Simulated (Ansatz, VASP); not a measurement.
# RbBr in VASP and in Ansatz

Contents of INCAR:

```
ALGO     = Normal         # electronic algorithm
EDIFF    = 1E-7           # SCF threshold, eV
ENCUT    = 520            # plane-wave cutoff, eV
GGA      = PS             # functional
ISIF     = 2              # what is computed and relaxed
ISMEAR   = -1             # smearing method
LASPH    = T              # aspherical terms in the spheres
LCHARG   = F              # write CHGCAR
LREAL    = F              # projectors in reciprocal space
LWAVE    = F              # write WAVECAR
NBANDS   = 15             # bands
NELM     = 100            # most SCF steps
PREC     = Accurate       # precision mode
SIGMA    = 0.05           # smearing width, eV
```

KPOINTS

```
k-points
0
Gamma
  7 7 7
```

Contents of POSCAR:

```
RbBr
1.0
    0.0000000000      3.4039993070      3.4039993070
    3.4039993070      0.0000000000      3.4039993070
    3.4039993070      3.4039993070      0.0000000000
Rb Br
1 1
Direct
    0.0000000000      0.0000000000      0.0000000000
    0.5000000000      0.5000000000      0.5000000000
```

File input.yaml:

```yaml
crystal:
  lattice:
    - [0.0, 3.403999307, 3.403999307]
    - [3.403999307, 0.0, 3.403999307]
    - [3.403999307, 3.403999307, 0.0]
  atoms:
    - { symbol: Rb, position: [0.0, 0.0, 0.0] }
    - { symbol: Br, position: [0.5, 0.5, 0.5] }
kpoints:
  mp_grid: { grid: [7, 7, 7] }
scf:
  occupations: { method: fermi_dirac, width: 0.05 }
hamiltonian:
  xc: pbesol
  pseudopotentials: { kind: all_electron, lapw: { basis_error: 0.0005 } }
output:
  forces: true
  stress: true
  eigenvalues: true
```

Change from the starting cell: volume scaled by 0.98.

Alike in both runs: task single point; functional PBEsol; k mesh 7 × 7 × 7; occupations fermi-dirac, width 0.05 eV; no spin polarisation.

```csv
,VASP,Ansatz
version,VASP 6.6.1,Ansatz 0.2.0
potentials or method,"VASP PAW PBE potentials, release 64 (Rb_sv, Br)","all-electron LAPW, scalar-relativistic"
plane-wave cutoff (eV),520,see its input
```

|  | VASP | Ansatz | Ansatz less VASP |
| --- | --- | --- | --- |
| gap on the k mesh at the Fermi level (eV) | 4.26 | 4.26 | +0.003 |
| least direct gap on the mesh (eV) | 4.26 | 4.26 | +0.003 |
| pressure (GPa) | 0.3 | 0.2 | -0.04 |

Ansatz ran all-electron here, so the differences hold the error of VASP's frozen core and of both bases.

Caveats: the PAW data sets were made with another functional, which shifts forces and pressure a little (VASP).
